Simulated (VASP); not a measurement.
CdSe:

```
CELL_PARAMETERS angstrom
0.00000 3.04639 3.04639
3.04639 0.00000 3.04639
3.04639 3.04639 0.00000
ATOMIC_POSITIONS crystal
Cd 0.00000 0.00000 0.00000
Se 0.25000 0.25000 0.25000
```

Measurements of this composition are mostly on another form, of space group No. 186.

Base run:

| Property | Result |
| --- | --- |
| Program | VASP 6.6.1 |
| Functional | r2SCAN |
| Potentials or basis | VASP PAW PBE potentials, release 64 (Cd, Se) |
| Cutoff | 520 eV |
| k mesh | 10 × 10 × 10 |
| Occupations | gaussian, width 0.02 eV |
| Spin | no spin polarisation |

Its results: band gap on the k mesh 1.08 eV, direct.

Q: The run is repeated on the same cell with these changes: functional from r2SCAN to TB-mBJ. What comes out?

A: Band gap on the k mesh 1.94 eV, direct.
